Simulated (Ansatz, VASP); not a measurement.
# BN: VASP beside Ansatz

The input INCAR:

```
SYSTEM = BN
PREC     = Accurate       ! precision mode
ENCUT    = 520            ! plane-wave cutoff, eV
EDIFF    = 1E-6           ! SCF threshold, eV
ISMEAR   = 0              ! smearing method
SIGMA    = 0.05           ! smearing width, eV
LREAL    = .False.        ! projectors in reciprocal space
LASPH    = .True.         ! aspherical terms in the spheres
NELM     = 80             ! most SCF steps
ALGO     = Normal         ! electronic algorithm
ISIF     = 2              ! what is computed and relaxed
LWAVE    = .False.        ! write WAVECAR
LCHARG   = .True.         ! write CHGCAR
GGA      = PE             ! functional
LELF     = .True.         ! ELF
LVHAR    = .True.       
NBANDS   = 11             ! bands
```

Contents of KPOINTS:

```
regular mesh
0
Gamma
  12 12 12
  0 0 0
```

The input POSCAR:

```
BN
1.0
    0.0000000000      1.6611808892      2.1595351560
    1.6611808892      0.0000000000      2.1595351560
    1.6611808892      1.6611808892      0.0000000000
B N
1 1
Direct
    0.0000000000      0.0000000000      0.0000000000
    0.7500000000      0.7500000000      0.7500000000
```

Input for Ansatz:

```yaml
crystal:
  lattice:
    - [0.0, 1.6611808892, 2.159535156]
    - [1.6611808892, 0.0, 2.159535156]
    - [1.6611808892, 1.6611808892, 0.0]
  atoms:
    - { symbol: B, position: [0.0, 0.0, 0.0] }
    - { symbol: "N", position: [0.75, 0.75, 0.75] }
basis:
  ecutwfc: 420
kpoints:
  mp_grid: { grid: [12, 12, 12] }
hamiltonian:
  xc: pbe
scf:
  occupations: { method: gaussian, width: 0.05 }
output:
  forces: true
  stress: true
  eigenvalues: true
```

Alike in both runs: task single point; functional PBE; k mesh 12 × 12 × 12; occupations gaussian, width 0.05 eV; no spin polarisation.

|  | VASP | Ansatz |
| --- | --- | --- |
| version | VASP 6.6.1 | Ansatz 0.2.0 |
| potentials or method | VASP PAW PBE potentials, release 64 (B, N) | scalar-relativistic, plane waves, PAW |
| plane-wave cutoff (eV) | 520 | 420 |
| valence electrons in the cell | 8 | 8 |

|  | VASP | Ansatz | Ansatz less VASP |
| --- | --- | --- | --- |
| gap on the k mesh at the Fermi level (eV) | 1.92 | 1.93 | +0.013 |
| least direct gap on the mesh (eV) | 4.58 | 4.59 | +0.012 |
| pressure (GPa) | 1.5 | 1.3 | -0.17 |
| largest component of the traceless stress (GPa) | 143.76 | 143.69 | -0.074 |

A k mesh can miss the band edges. A hybrid or GW would open this gap; PBE tends to underestimate it.
